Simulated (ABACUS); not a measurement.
# Cu (Fm-3m) in ABACUS: a series of runs

One crystal, Cu, is run at these levels: BLYP; tasks: single point, relaxation of cell and atoms.

Program: ABACUS 3.10.1. These are calculated values, not measurements. Logs are shortened: lines on timing, memory, paths and dates and some standing lists are left out, and cuts for length are marked.

### Step 1. The crystal as given

The structure is cubic, space group Fm-3m (No. 225). The conventional cell has a = 3.615 Å, b = 3.615 Å, c = 3.615 Å, α = 90.00°, β = 90.00°, γ = 90.00°. Cu (site symmetry m-3m) has 12 Cu at 2.56 Å as nearest neighbours.

### Step 2. Single point, BLYP

Contents of INPUT:

```
INPUT_PARAMETERS
suffix              Cu
calculation         scf
basis_type          lcao
pseudo_dir          ./
orbital_dir         ./
latname             fcc
symmetry            1
dft_functional      GGA_X_B88+GGA_C_LYP
ecutwfc             100
pseudo_rcut         10
nspin               1
nbands              20
ks_solver           genelpa
smearing_method     fd
smearing_sigma      0.00367493
scf_thr             1e-07
scf_nmax            100
mixing_type         broyden
mixing_beta         0.7
cal_force           1
cal_stress          1
out_mul             1
out_chg             1
```

Contents of STRU:

```
ATOMIC_SPECIES
Cu 63.5460 Cu_ONCV_PBE-1.2.upf

NUMERICAL_ORBITAL
Cu_confined-atom_7au_3s2p2d1f.orb

LATTICE_CONSTANT
6.8313599405

ATOMIC_POSITIONS
Direct

Cu
0.0
1
0.0000000000 0.0000000000 0.0000000000 1 1 1
```

Contents of KPT:

```
K_POINTS
0
Gamma
12 12 12 0 0 0
```

Potentials or basis: SG15 ONCV 1.2 PBE, DZP LCAO (the cutoffs set its grid).

Command:

```console
$ OMP_NUM_THREADS=1 mpirun -np 4 abacus > log
```

running log:

```text
ABACUS v3.10.1

               Atomic-orbital Based Ab-initio Computation at UStc

 ------------------------------------------------------------------------------------

 READING GENERAL INFORMATION
                           global_out_dir = OUT.Cu/
                           global_in_card = INPUT
                               pseudo_dir = ./
                              orbital_dir = ./
                                    DSIZE = 4
                                    GSIZE = 1

 READING UNITCELL INFORMATION
                                    ntype = 1
                  lattice constant (Bohr) = 6.83136
              lattice constant (Angstrom) = 3.615

 READING ATOM TYPE 1
                               atom label = Cu
                      L=0, number of zeta = 3
                      L=1, number of zeta = 2
                      L=2, number of zeta = 2
                      L=3, number of zeta = 1
             number of atom for this type = 1

                        TOTAL ATOM NUMBER = 1
DIRECT COORDINATES
    atom                   x                   y                   z     mag                  vx                  vy                  vz
taud_Cu1            0.0000000000        0.0000000000        0.0000000000  0.0000        0.0000000000        0.0000000000        0.0000000000

                          Volume (Bohr^3) = 79.7006
                             Volume (A^3) = 11.8104

 Lattice vectors: (Cartesian coordinate: in unit of a_0)
                 -0.5                  +0                +0.5
                   +0                +0.5                +0.5
                 -0.5                +0.5                  +0
 Reciprocal vectors: (Cartesian coordinate: in unit of 2 pi/a_0)
                   -1                  -1                  +1
                   +1                  +1                  +1
                   -1                  +1                  -1
 The esolver type has been set to : ksdft_lcao

                PAO radial cut off (Bohr) = 10

 Read in pseudopotential file is Cu_ONCV_PBE-1.2.upf
                     pseudopotential type = NC
          exchange-correlation functional = PBE
                 nonlocal core correction = 0
                        valence electrons = 19
                                     lmax = 2
                           number of zeta = 0
                     number of projectors = 6
                           L of projector = 0
                           L of projector = 0
                           L of projector = 1
                           L of projector = 1
                           L of projector = 2
                           L of projector = 2
 XC functional updated to : GGA_X_B88+GGA_C_LYP
          exchange-correlation functional = GGA_X_B88+GGA_C_LYP
     initial pseudo atomic orbital number = 0

 SETUP THE ELECTRONS NUMBER
            electron number of element Cu = 19
      total electron number of element Cu = 19
            AUTOSET number of electrons:  = 19
                           occupied bands = 10
                                   NLOCAL = 26
                                   NBANDS = 20
                                   NBANDS = 20
                                   NLOCAL = 26

%%%%%%%%%%%%%%%%%%%%%%%%%%%%%%%%%%%%%%%%%%%%%%%%%%%%%%%%%%%%%%%%%%%%%%%%%%%%%%%%%%%%%%%%%%%%%%%%%%%%%%%%%%
 Warning: the number of valence electrons in pseudopotential > 11 for Cu: [Ar] 3d10 4s1
 Pseudopotentials with additional electrons can yield (more) accurate outcomes, but may be less efficient.
 If you're confident that your chosen pseudopotential is appropriate, you can safely ignore this warning.
%%%%%%%%%%%%%%%%%%%%%%%%%%%%%%%%%%%%%%%%%%%%%%%%%%%%%%%%%%%%%%%%%%%%%%%%%%%%%%%%%%%%%%%%%%%%%%%%%%%%%%%%%%

 SETUP THE PLANE WAVE BASIS
 energy cutoff for charge/potential (unit:Ry) = 400
            fft grid for charge/potential = [ 32, 32, 32 ]
                        fft grid division = [ 4, 4, 4 ]
        big fft grid for charge/potential = [ 8, 8, 8 ]
                                     nbxx = 128
                                     nrxx = 8192

 SETUP PLANE WAVES FOR CHARGE/POTENTIAL
                    number of plane waves = 10849
                         number of sticks = 649

 PARALLEL PW FOR CHARGE/POTENTIAL
     PROC   COLUMNS(POT)             PW
        1            162           2712
        2            163           2714
        3            162           2712
        4            162           2711
 --------------- sum -------------------
        4            649          10849
                            number of |g| = 159
                                  max |g| = 472
                                  min |g| = 3

[... 35 lines left out ...]

 SETUP K-POINTS
                                    nspin = 1
                   Input type of k points = Monkhorst-Pack(Gamma)
                                   nkstot = 1728
                       right hand lattice = 1
(for reciprocal lattice: )
                             BRAVAIS TYPE = 2
                     BRAVAIS LATTICE NAME = 02. Cubic I (body-centered)
                                    ibrav = 2
                       right hand lattice = 1
(for k-lattice: )
                             BRAVAIS TYPE = 2
                     BRAVAIS LATTICE NAME = 02. Cubic I (body-centered)
                                    ibrav = 2
                       right hand lattice = 1
                        ROTATION MATRICES = 48
                               nkstot_ibz = 72
K-POINTS REDUCTION ACCORDING TO SYMMETRY
     IBZ    DIRECT_X    DIRECT_Y    DIRECT_Z  WEIGHT  ibz2bz
       1  0.00000000  0.00000000  0.00000000  0.0006       0
       2  0.08333333  0.08333333  0.08333333  0.0046       1
       3  0.16666667  0.16666667  0.16666667  0.0046       2
       4  0.25000000  0.25000000  0.25000000  0.0046       3
       5  0.33333333  0.33333333  0.33333333  0.0046       4
       6  0.41666667  0.41666667  0.41666667  0.0046       5
[... 22 lines left out ...]
      29  0.33333333  0.33333333  0.08333333  0.0139      40
      30  0.41666667  0.41666667  0.16666667  0.0139      41
[... 42 further k points ...]

                               nkstot now = 72
[... K-POINTS DIRECT COORDINATES: 72 rows ...]

           k-point number in this process = 72
       minimum distributed K point number = 72
[... stars of the k points ...]

[... K-POINTS CARTESIAN COORDINATES: 72 rows ...]

[... K-POINTS DIRECT COORDINATES: 72 rows ...]

 SETUP PLANE WAVES FOR WAVE FUNCTIONS
     energy cutoff for wavefunc (unit:Ry) = 100
              fft grid for wave functions = [ 32, 32, 32 ]
                    number of plane waves = 1989
                         number of sticks = 211

 PARALLEL PW FOR WAVE FUNCTIONS
     PROC   COLUMNS(POT)             PW
        1             54            497
        2             53            498
        3             52            497
        4             52            497
 --------------- sum -------------------
        4            211           1989

 SET NONLOCAL PSEUDOPOTENTIAL PROJECTORS
 max number of nonlocal projetors among all species is 6

 -------------------------------------------
 SELF-CONSISTENT
 -------------------------------------------

 SETUP SEARCHING RADIUS FOR PROGRAM TO SEARCH ADJACENT ATOMS
                  longest orb rcut (Bohr) = 7
   longest nonlocal projector rcut (Bohr) = 1.96
                     search radius (Bohr) = 17.9
              searching radius is (Bohr)) = 17.9
         searching radius unit is (Bohr)) = 6.83
                         PeriodicBoundary = 1
                        Radius(unit:lat0) = 2.62
                                   glayer = [ 6, 6, 6 ]
                             glayer_minus = [ 5, 5, 5 ]

Find the coordinate range of the input atom(unit:lat0).
                                  min_tau = [ -5, -5, -5 ]
                                  max_tau = [ 5, 5, 5 ]
                                BoxNumber = [ 11, 11, 11 ]

 SETUP EXTENDED REAL SPACE GRID FOR GRID INTEGRATION
                          real space grid = [ 32, 32, 32 ]
                 big cell numbers in grid = [ 8, 8, 8 ]
             meshcell numbers in big cell = [ 4, 4, 4 ]
                        extended fft grid = [ 15, 15, 15 ]
                dimension of extened grid = [ 39, 39, 39 ]
                            UnitCellTotal = 125
              Atom number in sub-FFT-grid = 1
    Local orbitals number in sub-FFT-grid = 26
                                ParaV.nnr = 42081
                                 init_chg = atomic

 LCAO ALGORITHM --------------- ION=   1  ELEC=   1--------------------------------

 Density error is 0.0210682214937
----------------------------------------------------------
     Energy           Rydberg                 eV
----------------------------------------------------------
 E_KohnSham     -364.9684324889      -4965.6502719774
 E_Harris       -362.9902140098      -4938.7352287729
 E_Fermi        1.3016272352         17.7095470706
----------------------------------------------------------
[... 69 lines left out ...]
 Density error is 1.29631932679e-08
----------------------------------------------------------
     Energy           Rydberg                 eV
----------------------------------------------------------
 E_KohnSham     -364.9742763431      -4965.7297816923
 E_KS(sigma->0) -364.9741699048      -4965.7283335261
 E_Harris       -364.9742774004      -4965.7297960775
 E_band         -24.7048156608       -336.1262610262
 E_one_elec     -196.4902616044      -2673.3871593308
 E_Hartree      108.4638979305       1475.7270391446
 E_xc           -34.6628219395       -471.6118871366
 E_Ewald        -242.2848778532      -3296.4548780371
 E_entropy(-TS) -0.0002128764        -0.0028963324
 E_descf        0.0000000000         0.0000000000
 E_exx          0.0000000000         0.0000000000
 E_Fermi        1.3210228608         17.9734380951
----------------------------------------------------------

 charge density convergence is achieved
 final etot is -4965.7297817 eV
 EFERMI = 17.973438095 eV

 STATE ENERGY(eV) AND OCCUPATIONS    NSPIN == 1
 1/72 kpoint (Cartesian) = 0.0000 0.0000 0.0000 (340 pws)
       1       -94.3302     0.00115741
       2       -51.9479     0.00115741
       3       -51.9479     0.00115741
       4       -51.9479     0.00115741
       5        8.76639     0.00115741
       6        14.9275     0.00115741
[... 122 lines left out ...]
      19        64.2289        0.00000
      20        75.3863        0.00000

[... levels at 66 further k points ...]

 correction force for each atom along direction 1 is -1.79233e-14
 correction force for each atom along direction 2 is 4.61955e-14
 correction force for each atom along direction 3 is -5.69257e-14
------------------------------------------------------------------------------------------
 TOTAL-FORCE (eV/Angstrom)
------------------------------------------------------------------------------------------
                       Cu1         0.0000000000         0.0000000000         0.0000000000
------------------------------------------------------------------------------------------

----------------------------------------------------------------
 TOTAL-STRESS (KBAR)
----------------------------------------------------------------
        99.7191515887         0.0000000000         0.0000000000
        -0.0000000000        99.7191515887         0.0000000000
         0.0000000000         0.0000000000        99.7191515887
----------------------------------------------------------------
 TOTAL-PRESSURE: 99.719152 KBAR

 --------------------------------------------
 !FINAL_ETOT_IS -4965.7297816922509810 eV
 --------------------------------------------
```

Wall time 4 s (4 MPI ranks of Intel Xeon Platinum 8488C (Sapphire Rapids), shared host); peak memory 0.36 GiB.

Results:

| Quantity | Value |
| --- | --- |
| Free energy | -4965.7298 eV |
| Pressure | 10.0 GPa |
| Band gap on the k mesh | none (metal or under the smearing width) |

Levels at points of the mesh, in eV from the Fermi level:
```tsv
k point	band 7	band 8	band 9	band 10	band 11	band 12	band 13	band 14
(0.00, 0.00, 0.00)	-3.05	-3.05	-2.22	-2.22	24.96	26.12	26.12	26.12
(0.50, 0.50, 0.50)	-3.07	-1.64	-1.64	-0.75	3.77	22.24	22.24	23.86
(0.50, 0.50, 0.00)	-1.66	-1.50	-1.50	1.68	7.20	13.17	13.17	19.10
```

Caveat: the atomic orbitals were generated for these runs and aren't a published set; the potentials were made for another functional, which shifts forces and pressure; the basis of atomic orbitals isn't converged, which shifts pressures, moduli and gaps.

### Step 3. Relaxation of cell and atoms, BLYP

Changes to INPUT since step 2:

```diff
@@ -2,3 +2,3 @@
 suffix              Cu
-calculation         scf
+calculation         cell-relax
 basis_type          lcao
@@ -6,3 +6,2 @@
 orbital_dir         ./
-latname             fcc
 symmetry            1
@@ -12,3 +11,3 @@
 nspin               1
-nbands              20
+nbands              14
 ks_solver           genelpa
@@ -23,2 +22,6 @@
 out_mul             1
-out_chg             1
+relax_nmax          60
+force_thr_ev        0.02
+relax_method        cg
+out_stru            1
+stress_thr          0.5
```

Changes to STRU since step 2:

```diff
@@ -7,3 +7,8 @@
 LATTICE_CONSTANT
-6.8313599405
+1.8897261246
+
+LATTICE_VECTORS
+0.0000000000 1.8075000000 1.8075000000
+1.8075000000 0.0000000000 1.8075000000
+1.8075000000 1.8075000000 0.0000000000
```

KPT is that of step 2.

Potentials or basis: SG15 ONCV 1.2 PBE, DZP LCAO (the cutoffs set its grid).

Command:

```console
$ OMP_NUM_THREADS=1 mpirun -np 4 abacus > log
```

It took 9.8 s on 4 MPI ranks of Intel Xeon Platinum 8488C (Sapphire Rapids), shared host; peak memory 0.36 GiB.

The run converged. Its results:

| Property | Result |
| --- | --- |
| Free energy | -4965.7558 eV |
| Relaxed volume | 12.71 Å³/atom |
| Relaxed cell | a = 2.620 Å, b = 2.620 Å, c = 2.620 Å, α = 60.00°, β = 60.00°, γ = 60.00° |
| Space group after relaxing (to 0.05 Å) | Fm-3m (No. 225) |
| Energy gained by relaxing | 26.0 meV/atom |
| Ionic steps | 3 |
| Pressure after relaxing | 0.0 GPa |

Step by step:
```tsv
step	energy change (eV)	largest force (eV/Å)	pressure (GPa)	volume (Å³)
1	0.0000	0.0000	9.97	11.81
2	-0.0209	0.0000	-3.54	13.16
3	-0.0260	0.0000	0.00	12.71
```

Final structure:
```xyz
1
Lattice="0.0000 1.8523 1.8523 1.8523 0.0000 1.8523 1.8523 1.8523 0.0000" Properties=species:S:1:pos:R:3 pbc="T T T"
Cu    0.0000    0.0000    0.0000
```

Caveat: the atomic orbitals were generated for these runs and aren't a published set; the potentials were made for another functional, which shifts forces and pressure; the basis of atomic orbitals isn't converged, which shifts pressures, moduli and gaps. Zero-point motion and thermal expansion aren't in these numbers.
